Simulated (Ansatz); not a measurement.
**zincblende-structured CaO**

Computed with Ansatz (plane waves, PAW, 500 eV cutoff): r²SCAN, scalar-relativistic, no spin polarisation, Γ-centred 8×8×8 mesh, 0.05 eV Gaussian smearing. The datasets are Ansatz's generated set soft_2.

```cif
data_structure
_symmetry_space_group_name_H-M 'P 1'
_symmetry_Int_Tables_number 1
_cell_length_a 3.6861
_cell_length_b 3.6861
_cell_length_c 3.6861
_cell_angle_alpha 60.000
_cell_angle_beta 60.000
_cell_angle_gamma 60.000
_cell_volume 35.41
loop_
_atom_site_label
_atom_site_type_symbol
_atom_site_fract_x
_atom_site_fract_y
_atom_site_fract_z
_atom_site_occupancy
Ca1 Ca 0.00000 0.00000 0.00000 1
O1 O 0.25000 0.25000 0.25000 1
```

This is a trial structure: the heavier alkaline earths' oxides and chalcogenides take the rock-salt structure.

The cell above was scaled in volume, its shape and atoms being fixed by the lattice's symmetry. Energies are counted from the cell above.

```
V (Å³/atom)  ΔE (meV/atom)  P (GPa)  gap on the mesh (eV)
      17.00            7.8      3.7                  3.90
      17.35            1.9      1.7                  3.83
      17.71            0.0      0.0                  3.76
      18.06            1.8     -1.6                  3.69
      18.42            6.8     -3.0                  3.62
      18.95           19.9     -4.9                  3.52
```

Question: What do the points give for the equilibrium volume, the bulk modulus and its pressure derivative (third-order Birch–Murnaghan)?

Answer: V0 = 17.71 Å³/atom, B0 = 83 GPa, B0′ = 4.1.

B0·V0 = 82.5 GPa × 17.71 Å³ = 9.12 eV/atom sets the scale: near the minimum ΔE ≈ ½ B0 V0 x², with x = V/V0 − 1, and a pressure of 0.8 GPa squeezes the volume by about 1 %. At the ends of the curve: x = −4.0 % predicts 7.3 meV/atom and the run gives 7.8; x = +7.0 % predicts 22.4 meV/atom and the run gives 19.9. Compression costs more and expansion less than the parabola says, since the crystal stiffens as it shrinks; B0′ measures that.

Semilocal functionals underestimate band gaps, commonly by a third or more.
